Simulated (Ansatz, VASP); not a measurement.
## CdTe in two plane-wave programs

Wanted: the spread between two codes on one cell, functional and k mesh.

Main program and level: Ansatz 0.2.0; plane waves, with VASP 6.6.1 beside it; band structure at HSEsol and band structure at HSE06, spin-orbit coupling.

## (1) Starting point

It takes space group F-43m (No. 216, cubic). The conventional cell has a = 6.480 Å, b = 6.480 Å, c = 6.480 Å, α = 90.00°, β = 90.00°, γ = 90.00°. Cd has 4 Te at 2.81 Å nearest. Nearest to Te lie 4 Cd at 2.81 Å. Farther neighbours and most contacts between anions are not listed.

Coordinates:

```
Cd Te
1.0
     0.00000    3.24000    3.24000
     3.24000    0.00000    3.24000
     3.24000    3.24000    0.00000
Cd Te
1 1
Cartesian
  0.0000 0.0000 0.0000
  1.6200 1.6200 1.6200
```

## (2) VASP: band structure, HSEsol

Levels along a path test the potential and the projectors away from the mesh points.

Lines of VASP's logs that name or quote its potential files are left out, and so is its time.

The run reads the wave functions of an earlier VASP run, which isn't shown here.

INCAR reads:

```
SYSTEM = CdTe
PREC = Accurate
ENCUT = 400
EDIFF = 1E-06
NELM = 100
ISMEAR = 0
SIGMA = 0.02
LREAL = .FALSE.
ALGO = Normal
LHFCALC = .TRUE.
AEXX = 0.25
GGA = PS
HFSCREEN = 0.2
LASPH = .TRUE.
NBANDS = 15
PRECFOCK = Fast
LORBIT = 11
LWAVE = .FALSE.
LCHARG = .FALSE.
KPAR = 4
```

POSCAR reads:

```
CdTe
1.0
    0.0000000000      3.2400000000      3.2400000000
    3.2400000000      0.0000000000      3.2400000000
    3.2400000000      3.2400000000      0.0000000000
Cd Te
1 1
Direct
    0.0000000000      0.0000000000      0.0000000000
    0.2500000000      0.2500000000      0.2500000000
```

KPOINTS reads:

```
Automatic mesh
0
Gamma
4 4 4
0 0 0
```

KPOINTS_OPT reads:

```
Line mode
6
Line-mode
Reciprocal
  0.00000000   0.00000000   0.00000000 GAMMA
  0.50000000   0.00000000   0.50000000 X

  0.50000000   0.00000000   0.50000000 X
  0.50000000   0.25000000   0.75000000 W

  0.50000000   0.25000000   0.75000000 W
  0.37500000   0.37500000   0.75000000 K

  0.37500000   0.37500000   0.75000000 K
  0.00000000   0.00000000   0.00000000 GAMMA

  0.00000000   0.00000000   0.00000000 GAMMA
  0.50000000   0.50000000   0.50000000 L

  0.50000000   0.50000000   0.50000000 L
  0.62500000   0.25000000   0.62500000 U

  0.62500000   0.25000000   0.62500000 U
  0.50000000   0.25000000   0.75000000 W

  0.50000000   0.25000000   0.75000000 W
  0.50000000   0.50000000   0.50000000 L

  0.50000000   0.50000000   0.50000000 L
  0.37500000   0.37500000   0.75000000 K

  0.62500000   0.25000000   0.62500000 U
  0.50000000   0.00000000   0.50000000 X
```

The projector-augmented-wave data sets are Cd and Te (PBE family, release 64).

The run is started by

```
$ mpirun -np 4 vasp_std
```

Numbers of over 12 decimals in the logs are rounded to 6 here.

The program printed:

```text
[banner, memory and clock lines left out]
running    4 mpi-ranks, on    1 nodes
 distrk:  each k-point on    1 cores,    4 groups
 distr:  one band on    1 cores,    1 groups

 POSCAR found type information on POSCAR CdTe
 POSCAR found :  2 types and       2 ions
|                                                                             |
|               ----> ADVICE to this user running VASP <----                  |
|                                                                             |
|     You enforced a specific xc type in the INCAR file but a different       |
|     [... a line on the potential file left out ...]
|     I HOPE YOU KNOW WHAT YOU ARE DOING!                                     |
|                                                                             |

 LDA part: xc-table for (Slater+PW92), standard interpolation
 found WAVECAR, reading the header
 POSCAR, INCAR and KPOINTS ok, starting setup
 FFT: planning ... GRIDC
 FFT: planning ... GRID_SOFT
 FFT: planning ... GRID
 reading WAVECAR
 the WAVECAR file was read successfully
 initial charge from wavefunction
 entering main loop
       N       E                     dE             d eps       ncg     rms          rms(c)
DAV:   1    -0.646545478821E+01   -0.64655E+01   -0.10195E+00   240   0.698E+00    0.907E+00
DAV:   2    -0.647251765703E+01   -0.70629E-02   -0.36902E-02   268   0.209E+00    0.587E+00
DAV:   3    -0.647221792822E+01    0.29973E-03   -0.17842E-03   332   0.432E-01    0.361E+00
DAV:   4    -0.647207135225E+01    0.14658E-03   -0.98396E-05   296   0.973E-02    0.215E+00
DAV:   5    -0.647202227687E+01    0.49075E-04   -0.24633E-05   268   0.414E-02    0.128E+00
DAV:   6    -0.647200930969E+01    0.12967E-04   -0.85649E-06   268   0.235E-02    0.765E-01
DAV:   7    -0.647200618571E+01    0.31240E-05   -0.18063E-06   190   0.118E-02    0.457E-01
DAV:   8    -0.647200560535E+01    0.58035E-06   -0.70552E-07   141   0.738E-03
   1 F= -.64720056E+01 E0= -.64720056E+01  d E =-.350009E-26
 Start KPOINTS_OPT (optional k-point list driver)
k-point batch [1-8\60]
       N       E                     dE             ncg
DAV:   1     0.160163126541E+03   -0.23809E+04      240
DAV:   2    -0.734954953218E+03   -0.89512E+03      254
DAV:   3    -0.777007831064E+03   -0.42053E+02      310
DAV:   4    -0.777673824418E+03   -0.66599E+00      367
DAV:   5    -0.777678169338E+03   -0.43449E-02      303
DAV:   6    -0.777678201730E+03   -0.32392E-04      352
DAV:   7    -0.777678202340E+03   -0.60957E-06      240
[...]
k-point batch [57-60\60]
       N       E                     dE             ncg
DAV:   1     0.207370719141E+04   -0.20506E+04      120
DAV:   2     0.161449861907E+04   -0.45921E+03      127
DAV:   3     0.159270282403E+04   -0.21796E+02      148
DAV:   4     0.159236879415E+04   -0.33403E+00      187
DAV:   5     0.159236671159E+04   -0.20826E-02      148
DAV:   6     0.159236669837E+04   -0.13219E-04      180
DAV:   7     0.159236669823E+04   -0.14203E-06      116
```

From OUTCAR (step 2):

```text
ion  position               nearest neighbor table
   1  0.000  0.000  0.000-   2 2.81   2 2.81   2 2.81   2 2.81
   2  0.250  0.250  0.250-   1 2.81   1 2.81   1 2.81   1 2.81

  LATTYP: Found a face centered cubic cell.
 ALAT       =     6.4800000000

 Subroutine GETGRP returns: Found 24 space group operations
 (whereof 24 operations were pure point group operations)

The static configuration has the point symmetry T_d .

 Found      8 irreducible k-points:

   k-points           NKPTS =      8   k-points in BZ     NKDIM =     64   number of bands    NBANDS=     15

   dimension x,y,z NGX =    30 NGY =   30 NGZ =   30
   dimension x,y,z NGXF=    60 NGYF=   60 NGZF=   60

   ENCUT  =  400.0 eV  29.40 Ry    5.42 a.u.   7.47  7.47  7.47*2*pi/ulx,y,z

   NELECT =      18.0000    total number of electrons

 k-points in reciprocal lattice and weights: Automatic mesh
   0.00000000  0.00000000  0.00000000       0.016
   0.25000000  0.00000000  0.00000000       0.125
   0.50000000  0.00000000  0.00000000       0.062
   0.25000000  0.25000000  0.00000000       0.094
   0.50000000  0.25000000  0.00000000       0.375
  -0.25000000  0.25000000  0.00000000       0.188
   0.50000000  0.50000000  0.00000000       0.047
  -0.25000000  0.50000000  0.25000000       0.094

  exchange ACFDT corr.  =         0.00000000  see jH, gK, PRB 81, 115126

 average (electrostatic) potential at core
       1 -32.5911       2 -87.3986

 E-fermi :   1.8992

 k-point     1 :       0.0000    0.0000    0.0000
  band No.  band energies     occupation
    ...
      5      -7.5755      2.00000
      6      -7.5755      2.00000
      7       1.7531      2.00000
      8       1.7531      2.00000
      9       1.7531      2.00000
     10       3.2019      0.00000
     11       7.1757      0.00000
     12       7.1757      0.00000
     13       7.1757      0.00000
     14      10.1310      0.00000
    ...

 k-point     2 :       0.2500    0.0000    0.0000
  band No.  band energies     occupation
    ...
      5      -7.5760      2.00000
      6      -7.5760      2.00000
      7      -1.1545      2.00000
      8       1.2916      2.00000
      9       1.2916      2.00000
     10       4.4723      0.00000
     11       7.7594      0.00000
     12       7.7594      0.00000
     13       7.9348      0.00000
     14      10.8794      0.00000
    ...

 k-point     3 :       0.5000    0.0000    0.0000
  band No.  band energies     occupation
    ...
      5      -7.5676      2.00000
      6      -7.1326      2.00000
      7      -3.0471      2.00000
      8       0.9135      2.00000
      9       0.9135      2.00000
     10       4.2895      0.00000
     11       7.7603      0.00000
     12       7.7603      0.00000
     13       9.6100      0.00000
     14      11.4131      0.00000
    ...

  energy-cutoff  :      400.00
  volume of cell :       68.02
      direct lattice vectors                 reciprocal lattice vectors
     0.000000000  3.240000000  3.240000000    -0.154320988  0.154320988  0.154320988
     3.240000000  0.000000000  3.240000000     0.154320988 -0.154320988  0.154320988
     3.240000000  3.240000000  0.000000000     0.154320988  0.154320988 -0.154320988

 POSITION                                       TOTAL-FORCE (eV/Angst)
 -----------------------------------------------------------------------------------
      0.00000      0.00000      0.00000         0.000000     -0.000000      0.000000
      1.62000      1.62000      1.62000        -0.000000      0.000000     -0.000000
 -----------------------------------------------------------------------------------
    total drift:                               -0.000036     -0.000034     -0.000029

  FREE ENERGIE OF THE ION-ELECTRON SYSTEM (eV)
  ---------------------------------------------------
  free  energy   TOTEN  =        -6.4720056054 eV

  energy  without entropy=       -6.4720056054  energy(sigma->0) =       -6.47200561

 total charge
# of ion       s       p       d       tot
------------------------------------------
    1        0.442   0.318   9.569  10.328
    2        1.306   2.228   0.020   3.553
--------------------------------------------------
tot          1.747   2.545   9.589  13.881

[... 3 further parts left out ...]
```

Spin-orbit coupling is off here; with elements this heavy it splits and shifts levels by tenths of an eV or more.

## (3) Ansatz: band structure, HSEsol

Ansatz runs on its default PAW (the set named soft_2) files.

The same cell, functional, mesh and smearing now go to Ansatz, which takes its cutoff from its data sets.

input.yaml reads:

```yaml
crystal:
  lattice:
    - [0.0, 3.24, 3.24]
    - [3.24, 0.0, 3.24]
    - [3.24, 3.24, 0.0]
  atoms:
    - { symbol: Cd, position: [0.0, 0.0, 0.0] }
    - { symbol: Te, position: [0.25, 0.25, 0.25] }
hamiltonian:
  xc:
    exchange: hjs_pbesol
    correlation: pbesol
    exx: { coeff: 0.25, omega: 0.2 }
  pseudopotentials: { kind: paw }
kpoints:
  mp_grid: { grid: [4, 4, 4] }
  band_path:
    path:
      - [0.0, 0.0, 0.0]
      - [0.5, 0.0, 0.5]
      - [0.5, 0.2, 0.7]
      - [0.4, 0.35, 0.75]
      - [0.15, 0.15, 0.3]
      - [0.2, 0.2, 0.2]
      - [0.55, 0.4, 0.55]
      - [0.6, 0.25, 0.65]
      - [0.5, 0.25, 0.75]
      - [0.5, 0.5, 0.5]
      - [0.375, 0.375, 0.75]
      - [0.5, 0.0, 0.5]
    npoints: 1
scf:
  occupations: { method: gaussian, width: 0.02 }
  n_extra_bands: 7
output:
  forces: true
  stress: true
  eigenvalues: true
```

The run is started by

```
$ ansatz run input.yaml --threads 4 --pin off --max-ram 9216MiB --backend cpu --events-out ev --progress --plain --runs-dir out
```

The program printed:

```text
Warning: output.stress: scf.convergence.dr2_threshold = 1e-7 eV (the SCF's general default) is looser than the 2e-10 eV advised for a printed stress (1e-10 eV for each atom of the cell: 2). What an SCF threshold leaves in a stress goes as its square root, and in the free energy as the threshold itself, and one threshold admits the most on a small cell: [figures from the program's tests cut] Set scf.convergence.dr2_threshold to 2e-10 eV or tighter. The threshold is an SCF's pass mark: one that does not reach it within its budget of iterations ends unconverged, or closes short of it on a stop that the run arms, and scf.convergence.dr2_threshold's page says what that costs each kind of run
Warning: output.stress: scf.exx.energy_threshold = 1e-6 eV is looser than the 2e-8 eV advised for a stress under a hybrid functional (1e-8 eV for each atom of the cell: 2). Every SCF of the exchange loop can meet its threshold on dr2 while the loop round them stops early: no threshold on dr2 bounds what that leaves in the stress. Set scf.exx.energy_threshold to 2e-8 eV or tighter. The threshold is the loop's pass mark: a loop that does not reach it within its budget of cycles ends unconverged, and scf.exx.energy_threshold's page has the law
scf.n_extra_bands = 7 over 18 filled bands (N_el = 36.0): the run solves 25 bands
Engine: ansatz 0.2.0, aarch64-unknown-linux-gnu
Pseudopotentials: kind: paw
Pseudopotential: Cd, paw, valence charge 20, recommended cutoff 420 eV (normal), Cd.paw.azcp
Pseudopotential: Te, paw, valence charge 16, recommended cutoff 420 eV (normal), Te.paw.azcp
Functional definition: unnamed
  parameter a_1 = 0.25
  parameter omega_1 = 0.2/angstrom
  exchange = pbe_x(mu = 0.123457) + (-a_1)*hjs_pbesol_x_sr(omega_1) + a_1*exact_x_sr(omega_1)
  correlation = pbe_c(beta = 0.046)
Crystal: 2 atoms, lattice volume = 68.024 Å³
Basis set: ecut = 420 eV, 1363 PW (Γ), exchange–correlation on 64×64×64 points (8 copies of the dense FFT grid, shifted against one another)
Bands: 25, of which v1, the nominal top of the filled ones, is band 18 counted from 1 (17 counted from 0)
Symmetry: 24 space group operations
Space group: F-43m (ITA 216), of the structure as read, at distance tolerance 4.1e-5 Å
k-points: 8 of 64 (time reversal used)
Non-local potential: Cd, projectors of the file, l = 0: 3, l = 1: 2, l = 2: 2, l = 3: 1
Non-local potential: Te, projectors of the file, l = 0: 2, l = 1: 2, l = 2: 2, l = 3: 2
PAW form: soft (Blöchl's): semilocal exchange-correlation on the pseudo side does not see the compensation charge
PAW frozen core: Cd, regenerated for the run's functional, and the local potential with it (the file was generated under x = pbe(κ = 0.804, μ = 0.219515), c = pbe(β = 0.066725))
PAW frozen core: Te, regenerated for the run's functional, and the local potential with it (the file was generated under x = pbe(κ = 0.804, μ = 0.219515), c = pbe(β = 0.066725))
PAW one-centre angular grid: Cd, 590 points (default); XC on 64 Gauss nodes
PAW one-centre angular grid: Te, 590 points (default); XC on 64 Gauss nodes
Initial density: superposition of atomic densities (neutral atoms: chi_scale 0, normalization atom), corrected by the library's trained network
Initial wavefunctions: pseudopotential atomic-orbital guess
Functional: x = pbesol(κ = 0.804, μ = 0.123457), c = pbesol(β = 0.046), warm-up for x = hjs_pbesol + 0.25 (exact − hjs_pbesol) at short range (ω = 0.2 Å⁻¹), c = pbesol(β = 0.046)
SCF iter   1: F=—  HF=-15086.280587 eV  |F-HF|=—  |Δ(HF+E_count)|=         —  Δρ=4.18e-3  dr2=1.11e-2  ethr=1.77e-3  ⟨swp⟩=11.1  Hψ=953  notcnv=0
preconditioner: auto → none  [insulator: Δε(μ)=0.631 eV  Ē_g=13.294 eV  σ=0.020 eV  W_gap=1.00  n_scr=14 (ndim 8)  ℏωp=19.1 eV  f_vac=0.191  D(μ)=0.00/eV (n_scr^D=0)]
iter 2 solved again at ethr=1.15e-6 eV; its pass at ethr=3.09e-5 eV (dr2=4.15e-4 eV) is discarded
SCF iter   2: F=—  HF=-15086.276871 eV  |F-HF|=—  |Δ(HF+E_count)|=   3.72e-3  Δρ=1.01e-3  dr2=4.17e-4  ethr=1.15e-6  ⟨swp⟩=3.2  Hψ=960  notcnv=0  defer=1
SCF iter   3: F=—  HF=-15086.276855 eV  |F-HF|=—  |Δ(HF+E_count)|=   1.58e-5  Δρ=3.80e-4  dr2=5.84e-5  ethr=1.15e-6  ⟨swp⟩=3.2  Hψ=455  notcnv=0
SCF iter   4: F=-15086.276901 eV  HF=-15086.276890 eV  |F-HF|=1.12e-5  |Δ(HF+E_count)|=   3.45e-5  Δρ=1.75e-4  dr2=1.13e-5  ethr=1.62e-7  ⟨swp⟩=2.9  Hψ=379  notcnv=0
SCF 1 stopped early in 4 iterations: F = -15086.276901 eV  dr2 = 1.13e-5
  greatest PAW one-centre occupation: 1.000 electrons in one spin orbital (limit 2), on the Cd atom at site 0 (counted from 0), in its partial waves of l = 0
Initial density: handed on by an earlier stage of this run
Initial wavefunctions: those handed on with the density
Functional: x = hjs_pbesol + 0.25 (exact − hjs_pbesol) at short range (ω = 0.2 Å⁻¹), c = pbesol(β = 0.046)
Exchange kernel: α = 0.2500, screened, ω = 0.2000 Å⁻¹, Wigner–Seitz truncation, v(0) = 1120.7141 eV·Å³, q-mesh 4×4×4, nearest image of the exchange supercell L = 18.33 Å, pair-density grid 18×18×18, without the augmentation charges, whose exchange is taken in its separable form by FFT convolution over the k-point mesh (sized by the pseudopotential files, 27×27×27 at the most), smooth part of the exact exchange by density-matrix convolution
Frozen-core exchange: fock
SCF iter   1: F=—  HF=-15134.936663 eV  |F-HF|=—  |Δ(HF+E_count)|=         —  Δρ=5.94e-3  dr2=1.92e-2  ethr=3.15e-7  ⟨swp⟩=8.0  Hψ=977  notcnv=0
preconditioner: auto → none  [insulator: Δε(μ)=1.482 eV  Ē_g=15.299 eV  σ=0.020 eV  W_gap=1.00  n_scr=14 (ndim 8)  ℏωp=19.1 eV  f_vac=0.186  D(μ)=0.00/eV (n_scr^D=0)]
SCF iter   2: F=—  HF=-15134.931067 eV  |F-HF|=—  |Δ(HF+E_count)|=   5.60e-3  Δρ=2.01e-3  dr2=1.82e-3  ethr=3.15e-7  ⟨swp⟩=4.0  Hψ=669  notcnv=0
SCF iter   3: F=—  HF=-15134.937972 eV  |F-HF|=—  |Δ(HF+E_count)|=   6.91e-3  Δρ=1.42e-3  dr2=8.16e-4  ethr=3.15e-7  ⟨swp⟩=4.0  Hψ=644  notcnv=0
SCF iter   4: F=—  HF=-15134.937798 eV  |F-HF|=—  |Δ(HF+E_count)|=   1.75e-4  Δρ=4.44e-4  dr2=7.73e-5  ethr=3.15e-7  ⟨swp⟩=3.6  Hψ=439  notcnv=0
SCF iter   5: F=—  HF=-15134.937905 eV  |F-HF|=—  |Δ(HF+E_count)|=   1.07e-4  Δρ=1.41e-4  dr2=1.21e-5  ethr=1.78e-7  ⟨swp⟩=3.2  Hψ=389  notcnv=0  defer=1
SCF iter   6: F=-15134.937901 eV  HF=-15134.937901 eV  |F-HF|=1.31e-7  |Δ(HF+E_count)|=   3.39e-6  Δρ=1.61e-5  dr2=1.40e-6  ethr=3.01e-8  ⟨swp⟩=3.0  Hψ=406  notcnv=0
SCF 2 stopped early in 6 iterations: F = -15134.937901 eV  dr2 = 1.40e-6
hybrid outer 1: dexx = +8.173e-3 eV, tail = 6.65e-5 eV
Exchange kernel: α = 0.2500, screened, ω = 0.2000 Å⁻¹, Wigner–Seitz truncation, v(0) = 1120.7141 eV·Å³, q-mesh 4×4×4, nearest image of the exchange supercell L = 18.33 Å, pair-density grid 18×18×18, without the augmentation charges, whose exchange is taken in its separable form by FFT convolution over the k-point mesh (sized by the pseudopotential files, 27×27×27 at the most), smooth part of the exact exchange by density-matrix convolution
Frozen-core exchange: fock
SCF iter   1: F=—  HF=-15134.938067 eV  |F-HF|=—  |Δ(HF+E_count)|=         —  Δρ=4.66e-5  dr2=9.52e-7  ethr=9.23e-7  ⟨swp⟩=4.9  Hψ=474  notcnv=0
preconditioner: auto → none  [insulator: Δε(μ)=1.538 eV  Ē_g=15.226 eV  σ=0.020 eV  W_gap=1.00  n_scr=14 (ndim 8)  ℏωp=19.1 eV  f_vac=0.189  D(μ)=0.00/eV (n_scr^D=0)]
SCF iter   2: F=—  HF=-15134.938067 eV  |F-HF|=—  |Δ(HF+E_count)|=   1.57e-7  Δρ=1.51e-5  dr2=1.41e-7  ethr=2.55e-9  ⟨swp⟩=3.2  Hψ=496  notcnv=0
SCF iter   3: F=—  HF=-15134.938067 eV  |F-HF|=—  |Δ(HF+E_count)|=   3.30e-8  Δρ=4.58e-6  dr2=2.41e-8  ethr=2.94e-10  ⟨swp⟩=3.2  Hψ=416  notcnv=0  defer=1
SCF iter   4: F=-15134.938067 eV  HF=-15134.938067 eV  |F-HF|=7.01e-9  |Δ(HF+E_count)|=   1.39e-7  Δρ=2.37e-6  dr2=7.93e-9  ethr=9.89e-12  ⟨swp⟩=4.6  Hψ=635  notcnv=0  defer=1
SCF 3 converged in 4 iterations: F = -15134.938067 eV  dr2 = 7.93e-9
  Residual-converged pass: ⟨swp⟩=2.0  Hψ=308  notcnv=0  max |occ|·‖R‖ = 2.2e-6 eV (tolerance 2.4e-6 eV)  dr2=7.93e-9  dr2_onsite=7.55e-10  max |Δocc| = 0.0e0
hybrid outer 2: dexx = +3.115e-7 eV, tail = 4.05e-8 eV, Δε = 2.56e-3 eV (about 1.09e-4 eV left of the loop's levels)
NSCF: frozen V_eff on 12 k-points
hybrid SCF converged: 2 outer / 10 inner (+4 warm-up), last move |dexx| = 3.11e-7 eV, tail = 4.05e-8 eV
Stability not checked: this state was not tested for a lower state beside it, because the functional holds exact exchange (a hybrid, or Hartree-Fock), whose exchange loop this test does not read (fock_operator; see scf.lower_state_search)
Free energy (F): -15134.938067 eV
Frozen-core exchange: fock
Harris-Foulkes:  -15134.938067 eV  (|F-HF|=7.01e-9)
Internal energy: -15134.938067 eV  (E = F + TS)
E sigma→0 (E₀):  -15134.938067 eV
Fermi energy:    7.654730 eV
--- Per-component energies (eV) ---
  E_band       = -882.522814
  E_kinetic    = 686.833867
  E_local      = -5426.402971  (includes V_loc(G=0)·N_el)
  E_nonlocal   = -270.903316
  E_hartree    = 2735.531778
  E_xc         = -239.426906
  E_vxc        = -258.491129  (∫ρ·V_xc dr)
  E_exx        = -133.985084  (= α·E_x^exact, valence–valence)
  E_paw        = -8574.307247  (= ΣΔE_a)
  E_vpaw       = -816.650318  (= ΣTr[D̂ρ^β])
  E_aug_tail   = -0.000153  (compensation charges beyond the density's cutoff)
  E_ewald      = -3912.024287
  E_core_change = -0.253748  (= ΣΔE_core)
  E_smearing   = -0.000000  (= −TS)
  E_closure    = -0.000000  (closes the sum)
  Σ components = -15134.938067   (vs F -15134.938067, Δ=-1.82e-12)
--- Forces (eV/Å), atoms counted from 1 ---
  atom   1  Cd     0.00000000    -0.00000000     0.00000000
  atom   2  Te    -0.00000000     0.00000000     0.00000000
  max |Σ_I F_I| component: 1.56e-16 eV/Å
--- Stress (GPa, compression-positive) ---
        0.138144      -0.000000      -0.000000
       -0.000000       0.138144       0.000000
       -0.000000       0.000000       0.138144
  P = ⅓ Tr σ = 0.1381 GPa (1.381 kbar)
--- Band table (eV; the first three rows and the last of 8) ---
  k-point 0: bands = [... 14 lower, -2.4883, 6.8856, 6.8856, 6.8856, 8.4235, 12.3119, 12.3119, 12.3119, ... 3 higher]
  k-point 1: bands = [... 14 lower, -2.4892, 3.9954, 6.4257, 6.4257, 9.6532, 12.8958, 12.8958, 13.0632, ... 3 higher]
  k-point 2: bands = [... 14 lower, -2.0355, 2.0960, 6.0486, 6.0486, 9.4612, 12.8997, 12.8997, 14.6986, ... 3 higher]
  k-point 7: bands = [... 14 lower, -1.7644, 2.3958, 4.3536, 4.5220, 12.1135, 12.2378, 13.3314, 13.9480, ... 3 higher]
```

The job ended after 20 s (4 threads of Arm Neoverse V2, shared host; peak memory 0.89 GiB; 70 s of CPU time).

In the SCF lines HF is the Harris–Foulkes energy and dr2 the Hartree energy of the density residual, in eV; the loop may stop once dr2 is under the threshold and the program's other checks hold. Hψ counts applications of the Hamiltonian.

(Continued in part 2 of 2.)

[Lines on the potential files, build, host, timing and source positions are cut from VASP's logs without a mark.]

[Logs are printed without paths, hosts, clocks, repeated set-up lines and the standing remarks that a program may print on its own settings, such as how far it seeks lower states.]

[Hosts, paths, dates, database ids (printed as entryN), source tags and the programs' standing remarks are cut or masked in the printed files.]
